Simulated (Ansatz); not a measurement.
## Sb under changes of volume

One of the cells (31.554 Å³/atom); the others are scaled copies at fixed shape and fractional positions:

```
CELL_PARAMETERS angstrom
3.16000 0.00000 0.00000
0.00000 3.16000 0.00000
0.00000 0.00000 3.16000
ATOMIC_POSITIONS crystal
Sb 0.00000 0.00000 0.00000
```

This isn't the form of Sb at room conditions, which is rhombohedral.

| Quantity | Value |
| --- | --- |
| Program | Ansatz 0.2.0 |
| Functional | PBE0 |
| Potentials or basis | Ansatz PAW |
| Cutoff | 420 eV (not typed: the program's choice for these potentials) |
| k mesh | 4 × 4 × 4 |
| Occupations | fermi-dirac, width 0.05 eV |
| Spin | no spin polarisation |

| volume (Å³/atom) | energy over the lowest point (meV/atom) | pressure (GPa) |
| --- | --- | --- |
| 29.661 | 0.00 | -2.8 |
| 30.292 | 13.35 | -3.9 |
| 30.923 | 30.68 | -4.8 |
| 31.554 | ? | ? |
| 32.186 | 75.22 | -6.4 |
| 32.817 | 101.70 | -7.0 |
| 33.448 | 130.40 | -7.5 |

Problem. What does the run at 31.554 Å³/atom give?

Solution. Energy over the lowest point 51.42 meV/atom; pressure -5.7 GPa.

Worked out: A Birch-Murnaghan fit of order 3 (a polynomial in V^(-2/3)) to the other rows has no minimum within the range. It gives 51.42 meV/atom at 31.554 Å³/atom, against the run's 51.42, and -dE/dV = -5.7 GPa, against -5.7.

Energies are extrapolated to zero smearing.

Caveats: all runs use coarse meshes; the PAW data sets come from PBE, with cores solved anew for the run's functional, which leaves a small shift of forces and pressure; the thresholds are loose for stress.
